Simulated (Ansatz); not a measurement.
**Point defect: Ge interstitial in GeSe**

Computed with Ansatz, DFT PBE, scalar-relativistic, plane waves, PAW. (420 eV cutoff, 2×2×2 k-mesh, shifted by half a step, Gaussian smearing of 0.01 eV, no spin polarisation)

Host crystal, relaxed:

```
CELL_PARAMETERS angstrom
11.19414 0.00000 0.00000
0.00000 3.87972 0.00000
0.00000 0.00000 4.53425
ATOMIC_POSITIONS crystal
Ge 0.12666 0.25000 0.12069
Ge 0.87334 0.75000 0.87931
Ge 0.37334 0.75000 0.62069
Ge 0.62666 0.25000 0.37931
Se 0.85256 0.25000 0.49934
Se 0.14744 0.75000 0.50066
Se 0.64744 0.75000 0.99934
Se 0.35256 0.25000 0.00066
```

Supercell of 32 atoms, rows in host cell vectors: 0 2 -1; 0 -2 -1; -1 0 0. Atoms relax at the host's cell, keeping the symmetry that the supercell leaves at the site. The cell is small, so energies carry finite-size errors of tenths of an eV. The host's Kohn–Sham gap is 0.88 eV. Atoms are taken from and returned to the elements' standard states.

Defect: Ge interstitial set at (0.229, 0.750, 0.000) of the host cell. In charge 0 some atom moved by up to 1.4 Å, so the relaxed defect can differ in kind from the start. Before relaxation its nearest neighbours are 2 Ge at 2.32 Å, 1 Ge at 2.36 Å, 2 Se at 2.38 Å, 1 Se at 2.44 Å, 1 Se at 2.45 Å.

```tsv
charge	E_f at the valence band top (eV)	moment (μB)	largest move (Å)	atoms near the site
0	2.01	0.00	1.41	1 Ge at 2.62 Å, 2 Se at 2.63 Å, 1 Se at 2.75 Å
```